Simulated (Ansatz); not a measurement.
Here is an Ansatz 0.2.0 calculation.

input.yaml

```yaml
crystal:
  lattice:
    - [1.9815661262, 1.1440577364, 6.6610334788]
    - [-1.9815661262, 1.1440577364, 6.6610334788]
    - [0.0, -2.2881154728, 6.6610334788]
  atoms:
    - { symbol: Pt, position: [0.1296666667, 0.1296666667, 0.1296666667] }
    - { symbol: Pt, position: [0.8703333333, 0.8703333333, 0.8703333333] }
    - { symbol: Te, position: [0.402, 0.402, 0.402] }
    - { symbol: Te, position: [0.598, 0.598, 0.598] }
kpoints:
  mp_grid: { grid: [8, 8, 8] }
scf:
  occupations: { method: fermi_dirac, width: 0.05 }
hamiltonian:
  xc: pbesol
  pseudopotentials: { kind: all_electron, lapw: { basis_error: 0.002 } }
output:
  forces: true
  stress: true
relax:
  f_tol: 0.02
  max_steps: 60
  cell: { p_target: 10 }
```

Potentials or basis: all-electron LAPW, scalar-relativistic.

Launch:

```sh
$ ansatz run input.yaml --threads 2 --pin off --max-ram 8192MiB --backend cpu --events-out ev --progress --plain --runs-dir out
```

Question: Estimate the relaxed volume.

Answer: 20.35 Å³/atom.

Question: Estimate the space group after relaxing (to 0.05 Å).

Answer: R-3m (No. 166).

Question: Predict the relaxed cell.

Answer: a = 6.613 Å, b = 6.613 Å, c = 6.613 Å, α = 34.18°, β = 34.18°, γ = 34.18°.

Step by step:
```
step  energy change (eV)  largest force (eV/Å)  volume (Å³)
   1              0.0000                0.1928        90.60
   2              0.4063                0.7285        79.90
   3              0.2469                0.1974        81.05
   4              0.2182                0.0445        81.42
   5              0.2200                0.0050        81.38
   6              0.2198                0.0052        81.38
```

Spin-orbit coupling is left out, which matters for the levels of Pt, Te.
